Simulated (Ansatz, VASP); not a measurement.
Co in VASP and in Ansatz

The input INCAR:

```
SYSTEM = Co
PREC     = Accurate       ! precision mode
ENCUT    = 520            ! plane-wave cutoff, eV
EDIFF    = 1E-8           ! SCF threshold, eV
ISMEAR   = -1             ! smearing method
SIGMA    = 0.05           ! smearing width, eV
LREAL    = .False.        ! projectors in reciprocal space
LASPH    = .True.         ! aspherical terms in the spheres
NELM     = 100            ! most SCF steps
ALGO     = Normal         ! electronic algorithm
ISIF     = 2              ! what is computed and relaxed
LWAVE    = .False.        ! write WAVECAR
LCHARG   = .False.        ! write CHGCAR
GGA      = PE             ! functional
LEFG     = .True.       
NBANDS   = 10             ! bands
```

KPOINTS

```
Automatic mesh
0
Gamma
  18 18 18
  0 0 0
```

The input POSCAR:

```
Co
1.0
    0.0000000000      1.7566572351      1.7566572351
    1.7566572351      0.0000000000      1.7566572351
    1.7566572351      1.7566572351      0.0000000000
Co
1
Direct
    0.0000000000      0.0000000000      0.0000000000
```

Input for Ansatz:

```yaml
crystal:
  lattice:
    - [0.0, 1.7566572351, 1.7566572351]
    - [1.7566572351, 0.0, 1.7566572351]
    - [1.7566572351, 1.7566572351, 0.0]
  atoms:
    - { symbol: Co, position: [0.0, 0.0, 0.0] }
kpoints:
  mp_grid: { grid: [18, 18, 18] }
scf:
  occupations: { method: fermi_dirac, width: 0.05 }
hamiltonian:
  xc: pbe
  pseudopotentials: { kind: paw }
output:
  forces: true
  stress: true
  eigenvalues: true
  efg: { contact_densities: true }
  write_density: true
  write_potential: true
  elf: true
  volumetric_format: npy
```

Alike in both runs: task electric field gradients; functional PBE; k mesh 18 × 18 × 18; occupations fermi-dirac, width 0.05 eV; no spin polarisation.

|  | VASP | Ansatz |
| --- | --- | --- |
| version | VASP 6.6.1 | Ansatz 0.2.0 |
| potentials or method | VASP PAW PBE potentials, release 64 (Co) | PAW with Ansatz's default frozen-core files, scalar-relativistic |
| plane-wave cutoff (eV) | 520 | 420 |
| valence electrons in the cell | 9 | 17 |

VASP gave:

- pressure (GPa): -11.9
- Vzz of the field gradient on the site that differs most (V/Å²): 0.0

What did Ansatz give for the same quantities?

Pressure (GPa): -11.5; Vzz of the field gradient on the site that differs most (V/Å²): 0.0.

The functional is the same, so the differences come from potentials, cutoffs and numerics. The two sets of potentials don't hold the same shells in valence.

Caveats: the run has no spin polarisation, though such a crystal can be magnetic. Spin polarisation is off, so any magnetic state and its effect on volume and gap are missing.
